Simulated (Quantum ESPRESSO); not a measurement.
Input of a Quantum ESPRESSO 7.5 run:

The input pw.in:

```
&CONTROL
  calculation = 'scf'
  prefix = 'pwscf'
  outdir = './tmp'
  pseudo_dir = './pseudo'
  tprnfor = .true.
  tstress = .true.
  disk_io = 'low'
/
&SYSTEM
  ibrav = 0
  nat = 2
  ntyp = 2
  ecutwfc = 45
  ecutrho = 360
  nbnd = 15
  occupations = 'smearing'
  smearing = 'fd'
  degauss = 0.00367493
/
&ELECTRONS
  conv_thr = 4d-10
  electron_maxstep = 120
  mixing_beta = 0.5
/
ATOMIC_SPECIES
Hf   178.4900 hf_pbesol_v1.uspp.F.UPF
N     14.0070 n_pbesol_v1.2.uspp.F.UPF
CELL_PARAMETERS angstrom
   0.0000000000    2.4548220000    2.4548220000
   2.4548220000    0.0000000000    2.4548220000
   2.4548220000    2.4548220000    0.0000000000
ATOMIC_POSITIONS crystal
Hf     0.0000000000    0.0000000000    0.0000000000
N      0.2500000000    0.2500000000    0.2500000000
K_POINTS automatic
9 9 9 0 0 0
```

Contents of pp_density.in:

```
&INPUTPP
  prefix = 'pwscf'
  outdir = './tmp'
  filplot = 'density.dat'
  plot_num = 0
/
&PLOT
  nfile = 1
  filepp(1) = 'density.dat'
  iflag = 3
  output_format = 6
  fileout = 'density.cube'
/
```

File pp_potential.in:

```
&INPUTPP
  prefix = 'pwscf'
  outdir = './tmp'
  filplot = 'potential.dat'
  plot_num = 11
/
&PLOT
  nfile = 1
  filepp(1) = 'potential.dat'
  iflag = 3
  output_format = 6
  fileout = 'potential.cube'
/
```

Potentials or basis: GBRV 1.5 PBEsol.

Run with:

```bash
$ OMP_NUM_THREADS=1 mpirun -n 2 pw.x -nk 2 -in pw.in > pw.out
$ OMP_NUM_THREADS=1 mpirun -n 1 pp.x -in pp_density.in > pp_density.out
$ OMP_NUM_THREADS=1 mpirun -n 1 pp.x -in pp_potential.in > pp_potential.out
```

(1) What does it give for the band gap on the k mesh?

(2) What does it give for the pressure?

## Answers

(1) none (metal or under the smearing width).

(2) -5.1 GPa.
